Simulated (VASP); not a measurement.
Input of a VASP 6.6.1 run:

Contents of INCAR:

```
SYSTEM = MgO
PREC = Accurate
ENCUT = 520
EDIFF = 1E-6
ISMEAR = 0
SIGMA = 0.03
LREAL = .FALSE.
LASPH = .TRUE.
NELM = 80
ALGO = Normal
ISIF = 2
LWAVE = .FALSE.
LCHARG = .FALSE.
GGA = PE
NBANDS = 11
```

The input KPOINTS:

```
regular mesh
0
G
  12 12 12
  0 0 0
```

Contents of POSCAR:

```
MgO                                     
1.0
    0.0000000000      2.1039232588      2.1039232588
    2.1039232588      0.0000000000      2.1039232588
    2.1039232588      2.1039232588      0.0000000000
  Mg              O             
     1     1
Direct
     0.0000000000000000    0.0000000000000000    0.0000000000000000
     0.5000000000000000    0.5000000000000000    0.5000000000000000
```

KPOINTS_OPT

```
explicit points
302
Reciprocal
 0.0000000000  0.0000000000  0.0000000000 1
 0.0263157895  0.0000000000  0.0263157895 1
 0.0526315789  0.0000000000  0.0526315789 1
 0.0789473684  0.0000000000  0.0789473684 1
 0.1052631579  0.0000000000  0.1052631579 1
 0.1315789474  0.0000000000  0.1315789474 1
[... 294 lines left out ...]
 0.4916948600  0.0083051400  0.5000000000 1
 0.5083051400 -0.0083051400  0.5000000000 1
```

Potentials or basis: VASP PAW PBE potentials, release 64 (Mg, O).

The run is started by

```bash
$ cat potpaw_PBE.64/Mg/POTCAR potpaw_PBE.64/O/POTCAR > POTCAR
$ mpirun -np 1 vasp_std > vasp.out
```

**Question.** Predict the band gap along the path.

**Answer.** 4.76 eV, direct.

**Question.** Predict the band gap on the k mesh.

**Answer.** 4.76 eV, direct.

**Question.** Estimate the pressure.

**Answer.** 4.5 GPa.

Levels at the corners of the path, in eV from the valence-band top:
```tsv
point	band 1	band 2	band 3	band 4	band 5	band 6	band 7	band 8	band 9
Γ	-17.28	0.00	0.00	0.00	4.76	15.82	15.82	15.82	19.74
X	-15.73	-4.10	-1.35	-1.35	9.12	10.00	13.13	19.02	19.02
X	-15.73	-4.10	-1.35	-1.35	9.12	10.00	13.13	19.02	19.02
W	-15.67	-2.96	-2.96	-1.77	11.67	11.67	12.20	15.55	21.99
W	-15.67	-2.96	-2.96	-1.77	11.67	11.67	12.20	15.55	21.99
K	-15.71	-3.50	-2.72	-1.15	10.11	11.81	12.56	18.16	18.32
K	-15.71	-3.50	-2.72	-1.15	10.11	11.81	12.56	18.16	18.32
Γ	-17.28	0.00	0.00	0.00	4.76	15.82	15.82	15.82	19.74
Γ	-17.28	0.00	0.00	0.00	4.76	15.82	15.82	15.82	19.74
L	-15.99	-4.63	-0.66	-0.66	7.92	12.64	16.34	16.34	20.94
L	-15.99	-4.63	-0.66	-0.66	7.92	12.64	16.34	16.34	20.94
U	-15.71	-3.50	-2.72	-1.15	10.11	11.81	12.56	18.16	18.32
U	-15.71	-3.50	-2.72	-1.15	10.11	11.81	12.56	18.16	18.32
W	-15.67	-2.96	-2.96	-1.77	11.67	11.67	12.20	15.55	21.99
W	-15.67	-2.96	-2.96	-1.77	11.67	11.67	12.20	15.55	21.99
L	-15.99	-4.63	-0.66	-0.66	7.92	12.64	16.34	16.34	20.94
L	-15.99	-4.63	-0.66	-0.66	7.92	12.64	16.34	16.34	20.94
K	-15.71	-3.50	-2.72	-1.15	10.11	11.81	12.56	18.16	18.32
U	-15.71	-3.50	-2.72	-1.15	10.11	11.81	12.56	18.16	18.32
X	-15.73	-4.10	-1.35	-1.35	9.12	10.00	13.13	19.02	19.02
```

**Experimental background.**

From “Electronic structure of alkaline earth and post-transition metal oxides”, 2009, arxiv:0908.1581, for a bulk crystal of MgO: band gap 7.83 eV.

Measured gap of MgO: 7.83 eV (quoted in “Electronic structure of alkaline earth and post-transition metal oxides”, 2009, arxiv:0908.1581). This calculation gives 4.76 eV (-3.07 eV). The value is that of PBE, without temperature or zero-point motion. Semilocal functionals fall short of measured gaps as a rule.
